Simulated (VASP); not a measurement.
Write the native input for VASP 6.6.1 that does the following.

```
Task                   : band structure
Functional             : PBE
Dispersion             : D3(BJ)
Potentials or basis    : VASP PAW PBE potentials, release 64 (Sn_d, S)
Cutoff                 : 520 eV
k mesh                 : 9 × 9 × 5
Occupations            : gaussian, width 0.03 eV
Spin                   : no spin polarisation
Further INCAR settings : ALGO = Normal; EDIFF = 1e-07; NBANDS = 20
```

The structure of SnS2 lies in POSCAR:

```
SnS2                                    
1.0
    3.6670894458      0.0000000000      0.0000000000
   -1.8335447229      3.1757926135      0.0000000000
    0.0000000000     -0.0000000000      5.8110412036
  Sn              S             
     1     2
Direct
     1.0000000000000000    0.0000000000000000    0.0000000000000000
     0.3333333300000021    0.6666666699999979    0.2543524697964656
     0.6666666699999979    0.3333333300000021    0.7456475302035344
```

One way to write it, as run:

INCAR

```
SYSTEM = SnS2
ALGO = Normal
EDIFF = 1E-7
ENCUT = 520
GGA = PE
ICORELEVEL = 1
ISIF = 2
ISMEAR = 0
IVDW = 12
LASPH = .TRUE.
LCHARG = .FALSE.
LREAL = .FALSE.
LWAVE = .FALSE.
NBANDS = 20
NELM = 80
PREC = Accurate
SIGMA = 0.03
```

KPOINTS

```
k-points
0
G
  9 9 5
  0 0 0
```

KPOINTS_OPT

```
explicit points
186
Reciprocal
 0.0000000000  0.0000000000  0.0000000000 1
 0.0263157895  0.0000000000  0.0000000000 1
 0.0526315789  0.0000000000  0.0000000000 1
 0.0789473684  0.0000000000  0.0000000000 1
 0.1052631579  0.0000000000  0.0000000000 1
 0.1315789474  0.0000000000  0.0000000000 1
[... 178 lines left out ...]
 0.5000000000  0.0000000000  0.5000000000 1
 0.5000000000  0.0000000000  0.0000000000 1
```

Potentials or basis: VASP PAW PBE potentials, release 64 (Sn_d, S).

Run with:

```sh
$ cat potpaw_PBE.64/Sn_d/POTCAR potpaw_PBE.64/S/POTCAR > POTCAR
$ mpirun -np 1 vasp_std > vasp.out
```

Results of the run:

```
Pressure                   : 0.0 GPa
Largest force              : 0.005 eV/Å
Band gap on the k mesh     : 1.31 eV, indirect (least direct gap 1.75 eV)
Band gap along the path    : 1.29 eV, indirect (least direct gap 1.75 eV)
Dispersion energy per atom : -0.328 eV
```

Caveat: spin-orbit coupling is left out, which moves the levels of the heavy elements.

Wall time 110 s on 1 thread of AMD EPYC 9R45 (Zen 5), on a shared host, peak memory 0.21 GiB.
